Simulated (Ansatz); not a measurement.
# How many bands does the GW gap of Sb2S3 (Stibnite) need?

How do accuracy and time trade against each other in G0W0 on Sb2S3 (Stibnite)?

Calculated with Ansatz 0.2.0; G0W0 on PBE, plane waves, PAW.

Most raw output is cut from this account.

**1. The starting structure**

Symmetry: Pnma, No. 62, orthorhombic system. The conventional cell has a = 11.311 Å, b = 3.839 Å, c = 11.223 Å, α = 90.00°, β = 90.00°, γ = 90.00°. Nearest to Sb lie 6 S at 2.52 to 3.16 Å. Nearest to Sb lie 5 S at 2.46 to 2.85 Å. Nearest to S lie 3 Sb at 2.52 to 2.68 Å. Nearest to S lie 5 Sb at 2.46 to 3.11 Å. Nearest to S lie 3 Sb at 2.54 to 3.16 Å. Farther neighbours and most contacts between anions are not listed.

The cell and positions come from the Crystallography Open Database and are kept as given unless a step says otherwise. Spin-orbit coupling is left out unless a step names it. The default PAW set here is soft_2. Its files were made with PBE.

**2. 239 empty bands, screening to 36 eV**

Now the one-shot GW correction: screening in the RPA, then the self-energy of the levels asked for.

input.yaml reads:

```yaml
crystal:
  lattice:
    - [11.311, 0.0, 0.0]
    - [0.0, 3.8389, 0.0]
    - [0.0, 0.0, 11.223]
  atoms:
    - { symbol: Sb, position: [0.47061, 0.25, 0.32595] }
    - { symbol: Sb, position: [0.02939, 0.75, 0.82595] }
    - { symbol: Sb, position: [0.97061, 0.25, 0.17405] }
    - { symbol: Sb, position: [0.52939, 0.75, 0.67405] }
    - { symbol: Sb, position: [0.35059, 0.75, 0.03602] }
    - { symbol: Sb, position: [0.14941, 0.25, 0.53602] }
    - { symbol: Sb, position: [0.85059, 0.75, 0.46398] }
    - { symbol: Sb, position: [0.64941, 0.25, 0.96398] }
    - { symbol: S, position: [0.29214, 0.25, 0.19181] }
    - { symbol: S, position: [0.20786, 0.75, 0.69181] }
    - { symbol: S, position: [0.79214, 0.25, 0.30819] }
    - { symbol: S, position: [0.70786, 0.75, 0.80819] }
    - { symbol: S, position: [0.5498, 0.75, 0.123] }
    - { symbol: S, position: [0.9502, 0.25, 0.623] }
    - { symbol: S, position: [0.0498, 0.75, 0.377] }
    - { symbol: S, position: [0.4502, 0.25, 0.877] }
    - { symbol: S, position: [0.3751, 0.75, 0.4389] }
    - { symbol: S, position: [0.1249, 0.25, 0.9389] }
    - { symbol: S, position: [0.8751, 0.75, 0.0611] }
    - { symbol: S, position: [0.6249, 0.25, 0.5611] }
kpoints:
  mp_grid: { grid: [2, 4, 2] }
hamiltonian:
  xc: pbe
scf:
  occupations: { method: fixed }
gw:
  n_empty_bands: 239
  ecut_chi: 36
  qp_bands: [v2, c2]
  qp_kpoints: band_edges
  screening: { model: contour_deformation }
```

Started as:

```
ansatz run input.yaml --threads 32 --pin off --max-ram 129024MiB --backend cuda --events-out ev --progress --plain --runs-dir out --devices 1 --max-vram 157GiB  # rebuilt from the run's record
```

It took 14 s on 1 × NVIDIA GB200 with 32 threads of Arm Neoverse V2, shared host; peak memory 2.4 GiB.

Numbers from this step:

- bands summed: 335
- RPA ε∞ on this mesh (eigenvalues): 8.838, 13.43, 13.83
- plane waves in the screening matrix: 235
- q-points in the mesh: 16
- G0W0 gap on the mesh: 1.530 eV
- k of the valence top: 0, 0, 0
- k of the conduction bottom: 0, 0, -0.5
- starting gap on the mesh: 1.310 eV
- Z at the valence top: 0.7581
- Z at the conduction bottom: 0.7775
- least direct G0W0 gap on the computed points: 1.536 eV

The gap on the mesh goes from 1.31 eV to 1.53 eV, a correction of +0.22 eV. Between the two edge states, bare exchange in place of the xc potential would open the gap by 4.62 eV, and correlation takes back 4.40 eV.

**3. 676 empty bands, screening to 72 eV**

Another rung: the empty bands reach about as high as the screening cutoff, so the two stay in balance.

Edit input.yaml of step 2 so:

```diff
@@ -33,4 +33,4 @@
 gw:
-  n_empty_bands: 239
-  ecut_chi: 36
+  n_empty_bands: 676
+  ecut_chi: 72
   qp_bands: [v2, c2]
```

It took 27 s on 1 × NVIDIA GB200 with 32 threads; peak memory 4.1 GiB; 79 s of CPU time.

Numbers from this step:

- bands summed: 772
- RPA ε∞ on this mesh (eigenvalues): 8.727, 13.10, 13.40
- plane waves in the screening matrix: 693
- q-points in the mesh: 16
- G0W0 gap on the mesh: 1.608 eV
- k of the valence top: 0, 0, 0
- k of the conduction bottom: 0, 0, -0.5
- starting gap on the mesh: 1.310 eV
- Z at the valence top: 0.7501
- Z at the conduction bottom: 0.7714
- least direct G0W0 gap on the computed points: 1.639 eV

Against the run with 2×4×2 mesh, 239 empty bands, screening to 36 eV, the gap moves by +0.08 eV.

**4. 1454 empty bands, screening to 120 eV**

Edit input.yaml of step 3 so:

```diff
@@ -33,4 +33,4 @@
 gw:
-  n_empty_bands: 676
-  ecut_chi: 72
+  n_empty_bands: 1454
+  ecut_chi: 120.0
   qp_bands: [v2, c2]
```

The job ended after 70 s (1 × NVIDIA GB200 with 32 threads; peak memory 8.4 GiB; 3.6 min of CPU time).

Numbers from this step:

```yaml
bands_summed: 1550
rpa_eps_infinity_on_this_mesh_eigenvalues: 8.706, 13.04, 13.33
plane_waves_in_the_screening_matrix: 1471
g0w0_gap_on_the_mesh: 1.666 eV
k_of_the_valence_top: 0, 0, 0
k_of_the_conduction_bottom: 0, 0, -0.5
starting_gap_on_the_mesh: 1.310 eV
least_direct_g0w0_gap_on_the_computed_points: 1.708 eV
```

Against the run with 2×4×2 mesh, 676 empty bands, screening to 72 eV, the gap moves by +0.06 eV.

**5. Changing the frequency model: 2×4×2 mesh, 676 empty bands, screening to 72 eV, plasmon pole**

A plasmon pole stands in for the full frequency dependence of the screening; this run shows what that costs in accuracy. Bands and cutoff differ from the step before, so it is read against an earlier run that matches them.

Edit input.yaml of step 4 so:

```diff
@@ -33,6 +33,6 @@
 gw:
-  n_empty_bands: 1454
-  ecut_chi: 120.0
+  n_empty_bands: 676
+  ecut_chi: 72
   qp_bands: [v2, c2]
   qp_kpoints: band_edges
-  screening: { model: contour_deformation }
+  screening: { model: godby_needs }
```

It took 25 s on 1 × NVIDIA GB200 with 32 threads; peak memory 4.1 GiB; 2.6 min of CPU time.

Numbers from this step:

| Quantity | Value |
| --- | --- |
| bands summed | 772 |
| plasmon-pole fit frequency | 23.31 eV |
| RPA ε∞ on this mesh (eigenvalues) | 8.727, 13.10, 13.40 |
| plane waves in the screening matrix | 693 |
| G0W0 gap on the mesh | 1.577 eV |
| k of the valence top | 0, 0, 0 |
| k of the conduction bottom | 0, 0, -0.5 |
| starting gap on the mesh | 1.310 eV |
| least direct G0W0 gap on the computed points | 1.607 eV |

Against the run with 2×4×2 mesh, 676 empty bands, screening to 72 eV, the gap moves by −0.03 eV.

**6. Changing the files: 2×4×2 mesh, 676 empty bands, screening to 72 eV, hard PAW files**

Other atomic data (hard PAW) test the pseudisation: the cutoff goes from 420 to 510 eV and the valence electrons from 192 to 240, which opens shells that were frozen.

Edit input.yaml of step 5 so:

```diff
@@ -30,2 +30,3 @@
   xc: pbe
+  pseudopotentials: { kind: paw, source: ansatz }
 scf:
@@ -37,2 +38,2 @@
   qp_kpoints: band_edges
-  screening: { model: godby_needs }
+  screening: { model: contour_deformation }
```

Wall time 36 s (1 × NVIDIA GB200 with 32 threads); peak memory 5.1 GiB.

This step gave:

* bands summed: 796
* RPA ε∞ on this mesh (eigenvalues): 8.727, 13.10, 13.40
* plane waves in the screening matrix: 693
* G0W0 gap on the mesh: 1.608 eV
* k of the valence top: 0, 0, 0
* k of the conduction bottom: 0, 0, -0.5
* starting gap on the mesh: 1.309 eV
* least direct G0W0 gap on the computed points: 1.638 eV

Against the run with 2×4×2 mesh, 676 empty bands, screening to 72 eV, the gap moves by +0.0002 eV.

**7. Side by side**

Times are wall times on 1 × NVIDIA GB200 with 32 threads of Arm Neoverse V2, shared host, good to a factor of about two.

| mesh | files | frequency | bands summed | cutoff (eV) | start (eV) | G0W0 (eV) | time | host memory (GiB) |
| --- | --- | --- | --- | --- | --- | --- | --- | --- |
| 2×4×2 | default PAW | contour deformation | 335 | 36 | 1.310 | 1.530 | 14 s | 2.4 |
| 2×4×2 | default PAW | contour deformation | 772 | 72 | 1.310 | 1.608 | 27 s | 4.1 |
| 2×4×2 | default PAW | contour deformation | 1550 | 120 | 1.310 | 1.666 | 70 s | 8.4 |
| 2×4×2 | default PAW | plasmon pole | 772 | 72 | 1.310 | 1.577 | 25 s | 4.1 |
| 2×4×2 | hard PAW | contour deformation | 796 | 72 | 1.309 | 1.608 | 36 s | 5.1 |

How the two edges are built up, in eV (the quasiparticle level is the starting level plus Σx plus Σc less Vxc):

```
       run               edge  start      Σx     Σc     Vxc     Z    QP
 335 bands        valence top   7.23  -16.73   1.48  -15.69  0.76  7.66
 335 bands  conduction bottom   8.54   -9.56  -2.92  -13.13  0.78  9.19
 772 bands        valence top   7.23  -16.73   1.04  -15.69  0.75  7.23
 772 bands  conduction bottom   8.54   -9.56  -3.28  -13.13  0.77  8.84
1550 bands        valence top   7.23  -16.73   0.77  -15.69  0.75  6.96
1550 bands  conduction bottom   8.54   -9.56  -3.49  -13.13  0.77  8.62
```

**8. Results**

- 335 bands, 36 eV: 1.530 eV
- 772 bands, 72 eV: 1.608 eV
- 1550 bands, 120 eV: 1.666 eV
- estimated limit in bands and cutoff: 1.72 eV
- mesh and start: 2×4×2, PBE

**Reading.** A line in one over the bands through the two highest rungs gives 1.72 eV, +0.06 eV from the top rung; the pair below gives 1.67 eV, so the estimate is still climbing. The rungs stand 0.19 eV (335 bands), 0.12 eV (772 bands) and 0.06 eV (1550 bands) from it. From 335 to 1550 bands the gap moves by +0.14 eV while the time grows 5.0-fold. Σc changes by −0.71 eV at the valence top and −0.57 eV at the conduction bottom, so the levels themselves move more than the gap between them. The plasmon-pole model gives −0.03 eV against contour deformation, 10 % of the correction, and saved no time in this program. Hard PAW files move the gap by +0.0002 eV at equal bands and cutoff, −0.001 eV of it in the start. The cheapest rung within 0.1 eV of this estimate is that with 1550 bands (70 s). The 2×4×2 mesh is coarse for this cell (its supercell is 15 Å along the shortest edge). The RPA ε∞ on it, from the PBE start, is 8.71, 13.04 and 13.33; such meshes misread the long-range screening, most where the gap is narrow. The many-body steps are scalar-relativistic: spin-orbit coupling is not in them.

[Paths, hosts, dates, memory and timing lines, banners, echoed tables and standing remarks are left out of the program output.]

[Logs are printed without paths, hosts, clocks, repeated set-up lines and the standing remarks that a program may print on its own settings, such as how far it seeks lower states.]

[Runs of the session that timed out or met a known fault of the program may be left out.]

[Cells called generated may have been cut or substituted from an entry of the Crystallography Open Database or the Materials Project.]

[Hosts, paths, dates, database ids (printed as entryN), source tags and the programs' standing remarks are cut or masked in the printed files.]
